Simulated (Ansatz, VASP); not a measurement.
# C in two plane-wave programs, part 2 of 2

Wanted: the spread between two codes on one cell, functional and k mesh. The cell is taken from a series of runs on this material, whose earlier steps may have relaxed, scaled, displaced or heated it; both programs get it as it stands.

VASP 6.6.1 and Ansatz 0.2.0.

So far. Step 2 (Ansatz: single point, PBEsol): The run ends at a pressure of -7.56 GPa. Step 3 (VASP: single point, PBEsol): The run ends at a pressure of -7.57 GPa.

### Step 6. Ansatz: single point, LDA

Level of this step: Ansatz beside VASP: Kohn-Sham DFT, plane waves, LDA (Ansatz).

A single point gives forces, pressure and levels at one fixed geometry, so differences don't come from the geometry; what else differs is listed under the comparison. The cell compared in this pair holds 11.22 Å³, against 11.42 Å³ for the pair before.

The cell is taken from a series of runs on this material, whose earlier steps may have relaxed, scaled, displaced or heated it; both programs get it as it stands.

Contents of input.yaml:

```yaml
crystal:
  lattice:
    - [0.0, 1.7767013, 1.7767013]
    - [1.7767013, 0.0, 1.7767013]
    - [1.7767013, 1.7767013, 0.0]
  atoms:
    - { symbol: C, position: [0.0, 0.0, 0.0] }
    - { symbol: C, position: [0.25, 0.25, 0.25] }
hamiltonian:
  xc: lda
  pseudopotentials: { kind: paw }
kpoints:
  mp_grid: { grid: [10, 10, 10] }
scf:
  occupations: { method: gaussian, width: 0.03 }
  n_extra_bands: 4
output:
  forces: true
  stress: true
  eigenvalues: true
```

Started as:

```
$ ansatz run input.yaml --threads 2 --pin off --max-ram 4608MiB --backend cpu --events-out ev --progress --plain --runs-dir out
```

Numbers of over 12 decimals in the logs are rounded to 6 here.

What it wrote:

```text
[...]
Crystal: 2 atoms, lattice volume = 11.217 Å³
Basis set: ecut = 420 eV, 229 PW (Γ)
Bands: 8, of which v1, the nominal top of the filled ones, is band 4 counted from 1 (3 counted from 0)
Symmetry: 48 space group operations
[...]
k-points: 47 of 1000
[...]
SCF iter   1: F=—  HF=-485.980401 eV  |F-HF|=—  |Δ(HF+E_count)|=         —  Δρ=7.25e-3  dr2=2.09e-3  ethr=1.77e-3  ⟨swp⟩=4.9  Hψ=2450  notcnv=0
[...]
SCF iter   6: F=-485.979756 eV  HF=-485.979756 eV  |F-HF|=9.66e-13  |Δ(HF+E_count)|=   1.94e-9  Δρ=8.55e-7  dr2=1.57e-11  ethr=5.28e-11  ⟨swp⟩=1.5  Hψ=1207  notcnv=0
SCF 1 converged in 6 iterations: F = -485.979756 eV  dr2 = 1.57e-11
[...]
SCF converged after 6 iterations
Free energy (F): -485.979756 eV
[...]
Internal energy: -485.979756 eV  (E = F + TS)
E sigma→0 (E₀):  -485.979756 eV
Fermi energy:    15.347877 eV
[...]
--- Stress (GPa, compression-positive) ---
       -8.295133      -0.000000      -0.000000
       -0.000000      -8.295133      -0.000000
       -0.000000      -0.000000      -8.295133
  P = ⅓ Tr σ = -8.2951 GPa (-82.951 kbar)
--- Band table (eV; the first three rows and the last of 47) ---
[...]
```

The run ends at a pressure of -8.30 GPa.

### Step 7. VASP: single point, LDA

The same cell, functional (in two slightly different forms), mesh and smearing now go to VASP, with its own data sets and cutoff.

Contents of INCAR:

```
SYSTEM = C
PREC = Accurate
ENCUT = 520
EDIFF = 1E-06
NELM = 100
ISMEAR = 0
SIGMA = 0.03
LREAL = .FALSE.
ALGO = Normal
GGA = PW92
NBANDS = 10
LORBIT = 11
LWAVE = .FALSE.
LCHARG = .FALSE.
KPAR = 2
ISIF = 2
```

Contents of POSCAR:

```
C
1.0
    0.0000000000      1.7767013000      1.7767013000
    1.7767013000      0.0000000000      1.7767013000
    1.7767013000      1.7767013000      0.0000000000
C
2
Direct
    0.0000000000      0.0000000000      0.0000000000
    0.2500000000      0.2500000000      0.2500000000
```

Contents of KPOINTS:

```
Automatic mesh
0
Gamma
10 10 10
0 0 0
```

PAW data sets: C (LDA family, release 64).

Started as:

```
$ mpirun -np 2 vasp_std
```

What it wrote:

```text
[banner, memory and clock lines left out]
running    2 mpi-ranks, on    1 nodes
[...]
[... a notice as in an earlier step ...]

 LDA part: xc-table for (Slater(with rela. corr.)+PW92), standard interpolation
 POSCAR, INCAR and KPOINTS ok, starting setup
[...]
entering main loop
       N       E                     dE             d eps       ncg     rms          rms(c)
DAV:   1    -0.279911476821E+01   -0.27991E+01   -0.49979E+03   988   0.798E+02
DAV:   2    -0.207854446887E+02   -0.17986E+02   -0.17442E+02  1266   0.122E+02
DAV:   3    -0.210959946143E+02   -0.31055E+00   -0.30980E+00  1108   0.128E+01
DAV:   4    -0.210966611962E+02   -0.66658E-03   -0.66655E-03  1042   0.721E-01
[...]
DAV:   9    -0.202678577176E+02    0.11207E-04   -0.32502E-05  1032   0.479E-02    0.194E-02
DAV:  10    -0.202678592229E+02   -0.15053E-05   -0.17863E-06   992   0.119E-02    0.446E-03
DAV:  11    -0.202678591625E+02    0.60460E-07   -0.59376E-08   510   0.203E-03
   1 F= -.20267859E+02 E0= -.20267859E+02  d E =-.175690E-19
```

Parts of OUTCAR (step 7):

```text
  Total       -0.5264522     -0.5264522     -0.5264522     -0.0000000      0.0000000     -0.0000000
  in kB      -75.1962684    -75.1962684    -75.1962684     -0.0000000      0.0000000     -0.0000000
  external PRESSURE =     -75.1962684 kB  Pullay stress =       0.0000000 kB

 POSITION                                       TOTAL-FORCE (eV/Angst)
 -----------------------------------------------------------------------------------
      0.00000      0.00000      0.00000         0.000000      0.000000      0.000000
      0.88835      0.88835      0.88835        -0.000000     -0.000000     -0.000000
 -----------------------------------------------------------------------------------
    total drift:                                0.000000      0.000000      0.000000

  FREE ENERGIE OF THE ION-ELECTRON SYSTEM (eV)
  ---------------------------------------------------
  free  energy   TOTEN  =       -20.2678591625 eV

  energy  without entropy=      -20.2678591625  energy(sigma->0) =      -20.26785916

[... 1 part as in an earlier step ...]

[... 2 further parts left out ...]
[key lines of the parts left out:]
E-fermi :  10.0596
```

The run ends at a pressure of -7.52 GPa.

### Step 8. Differences

What differs besides the data sets and the points named for the pairs above, as far as they apply: the cutoff is 420 eV in Ansatz and 520 eV in VASP; VASP's log shows a relativistic correction to its local exchange, Ansatz's none. Total energies have different zeros and are not compared.

Both answers:

| quantity | Ansatz | VASP | difference |
| --- | --- | --- | --- |
| pressure (GPa) | -8.30 | -7.52 | -0.78 |
| pressure without Ansatz's Pulay correction (GPa) | -9.61 | -7.52 | -2.09 |
| gap on the k mesh (eV) | 4.167 | 4.166 | +0.001 |

A gap on the mesh is an upper bound, since the band edges may lie between its points. Ansatz's pressure holds a Pulay correction of 1.32 GPa; VASP's holds none.

### Step 9. What the set-up changes

Further runs change the set-up of one program: Ansatz's method, potentials or start, or VASP's data sets, cutoff or form of LDA. The table gives Ansatz less VASP for each quantity, since a change that brings one quantity closer may part another.

| run | pressure (GPa) | gap on the k mesh (eV) | pressure without Ansatz's Pulay correction (GPa) |
| --- | --- | --- | --- |
| as above | -0.78 | 0.0012 | -2.1 |
| VASP with the data sets C_GW, a cutoff of 670 eV and GGA = CA, the Perdew-Zunger form of LDA | -0.44 | 0.0028 | -1.8 |
| VASP with the data sets C_h, a cutoff of 1190 eV and GGA = CA, the Perdew-Zunger form of LDA | -0.94 | 0.0055 | -2.3 |

### Step 10. What came out

* difference in gap on the k mesh (single point, PBEsol): 3.7e-4 eV
* difference in gap on the k mesh (single point, LDA): 0.0012 eV
* difference in pressure (single point, LDA): -0.78 GPa

In words: The difference in pressure is -0.78 GPa (single point, LDA), within the 1 GPa picked in this series as the mark of a large difference. VASP's data sets differ among the pairs, so a change from pair to pair isn't the functional's or the coupling's alone. Single point, PBEsol, VASP with the data sets C_h and a cutoff of 1190 eV: the difference in pressure goes from 0.0045 to -0.17 GPa; the difference in gap on the k mesh goes from 3.7e-4 to 0.0016 eV. Single point, LDA, VASP with the data sets C_GW, a cutoff of 670 eV and GGA = CA, the Perdew-Zunger form of LDA: the difference in pressure goes from -0.78 to -0.44 GPa; the difference in gap on the k mesh goes from 0.0012 to 0.0028 eV. Single point, LDA, VASP with the data sets C_h, a cutoff of 1190 eV and GGA = CA, the Perdew-Zunger form of LDA: the difference in gap on the k mesh goes from 0.0012 to 0.0055 eV. How closely two codes agree says nothing of how well the functional describes the real material.

[Lines on the potential files, build, host, timing and source positions are cut from VASP's logs without a mark.]

[Logs are printed without paths, hosts, clocks, repeated set-up lines and the standing remarks that a program may print on its own settings, such as how far it seeks lower states.]

[Hosts, paths, dates, database ids (printed as entryN), source tags and the programs' standing remarks are cut or masked in the printed files.]
